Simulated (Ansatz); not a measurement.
**Ionic part of the dielectric constant of ZrO2 at 9 GPa, mode by mode**

The calculation used DFT PBEsol, scalar-relativistic, plane waves, PAW (Ansatz 0.2.0). Settings: 420 eV plane-wave cutoff, Γ-centred 8×8×8 mesh, fixed occupations. No spin polarisation. Phonons by linear response, acoustic sum rule imposed.

Symmetry: Fm-3m, No. 225, cubic system. The conventional cell has a = 5.009 Å, b = 5.009 Å, c = 5.009 Å, α = 90.00°, β = 90.00°, γ = 90.00°. Zr (site symmetry m-3m) has 8 O at 2.17 Å as nearest neighbours. O (site symmetry -43m) has 4 Zr at 2.17 Å as nearest neighbours.

Other phases may be more stable at this pressure.

The primitive cell has V = 31.41 Å³ and ε∞,xx = 5.813. Each polar mode adds Δε = (4.92064×10⁷/V)·S/ν² along x, with S its oscillator strength in e²/amu, ν in cm⁻¹ and V in Å³.

Question: From these modes, find each Δε and ε0,xx.
```
ν (cm⁻¹) S_xx (e²/amu)
   282.6          1.397
```

Answer:
| ν (cm⁻¹) | Δε |
| --- | --- |
| 282.6 | 27.40 |

The sum is 27.405, so ε0,xx = 33.22; the run's tensor has 33.22.

Question: Where do the longitudinal modes lie for a wave vector along x?

Answer: At 676 cm⁻¹. The Lyddane–Sachs–Teller product Π(ν_LO/ν_TO)² = 5.71 matches ε0/ε∞ = 5.71.

This fluorite-type form isn't the usual stable structure of the compound at low pressure.

Cost: 1 run of about 0.68 core-minutes, on Arm Neoverse N1 (shared hosts).